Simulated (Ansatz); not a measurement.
Crystal: Si2Ni.

```
CELL_PARAMETERS angstrom
0.00000 2.70300 2.70300
2.70300 0.00000 2.70300
2.70300 2.70300 0.00000
ATOMIC_POSITIONS crystal
Ni 0.00000 0.00000 0.00000
Si 0.75000 0.75000 0.75000
Si 0.25000 0.25000 0.25000
```

```yaml
Program: Ansatz 0.2.0
Task: relaxation of cell and atoms
Functional: PBEsol
Dispersion: D4
Potentials_or_basis: all-electron LAPW, scalar-relativistic
Basis_error_allowed: 0.002 eV/atom
k_mesh: 9 × 9 × 9
Occupations: fermi-dirac, width 0.05 eV
Spin: collinear spin, ferromagnetic start
Starting_moments: "[1.0, 0.0, 0.0] μB"
```

At the start: volume 13.17 Å³/atom.

Problem. How do energy, volume and symmetry change on relaxing?

Solution. Over 5 steps the energy falls by 3.9 meV/atom and the volume is 12.84 Å³/atom (-2.5 %); space group Fm-3m (No. 225, to 0.05 Å); moment 0.00 μB per cell.

Step by step:
```csv
step,energy change (eV),largest force (eV/Å),volume (Å³)
1,0.0000,0.0000,39.50
2,-0.0093,0.0000,38.97
3,-0.0118,0.0000,38.51
4,-0.0118,0.0000,38.52
5,-0.0118,0.0000,38.52
```

Final structure:
```
Ni Si
1.0
     0.00000    2.68062    2.68062
     2.68062    0.00000    2.68062
     2.68062    2.68062    0.00000
Ni Si
1 2
Direct
  0.00000 0.00000 0.00000
  0.75000 0.75000 0.75000
  0.25000 0.25000 0.25000
```

Caveat: the starting moments weren't kept.
